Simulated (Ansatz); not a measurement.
Here is an Ansatz 0.2.0 calculation.

File input.yaml:

```yaml
crystal:
  lattice:
    - [3.4618096384, 0.0, 0.0]
    - [-1.7309048192, 2.9980150899, 0.0]
    - [0.0, 0.0, 5.48754828]
  atoms:
    - { symbol: Hg, position: [0.3333333333, 0.6666666667, 0.25] }
    - { symbol: Hg, position: [0.6666666667, 0.3333333333, 0.75] }
hamiltonian:
  xc: pbesol
  pseudopotentials: { kind: paw }
kpoints:
  mp_grid: { grid: [9, 9, 5] }
  band_path:
    path:
      - [[0.0, 0.0, 0.0], [0.5, 0.0, 0.0], [0.3333333333, 0.3333333333, 0.0], [0.0, 0.0, 0.0], [0.0, 0.0, 0.5], [0.5, 0.0, 0.5], [0.3333333333, 0.3333333333, 0.5], [0.0, 0.0, 0.5]]
      - [[0.5, 0.0, 0.5], [0.5, 0.0, 0.0]]
      - [[0.3333333333, 0.3333333333, 0.0], [0.3333333333, 0.3333333333, 0.5]]
    npoints: 14
scf:
  occupations: { method: fermi_dirac, width: 0.05 }
  n_extra_bands: 6
output:
  forces: true
  stress: true
  eigenvalues: true
  fatbands: true
```

Potentials or basis: Ansatz PAW.

The run is started by

```console
$ ansatz run input.yaml --threads 2 --pin off --max-ram 5632MiB --backend cpu --events-out ev --progress --plain --runs-dir out
```

**Question.** Estimate the band gap on the k mesh.

**Answer.** None (metal or under the smearing width).

**Question.** What does it give for the pressure?

**Answer.** -2.5 GPa.

Stress tensor (GPa, compression positive):
```
-2.53  0.00  0.00
 0.00 -2.53  0.00
 0.00  0.00 -2.41
```

Caveat: spin-orbit coupling is left out, which moves the levels of the heavy elements; the PAW data sets come from PBE, with cores solved anew for the run's functional, which leaves a small shift of forces and pressure.
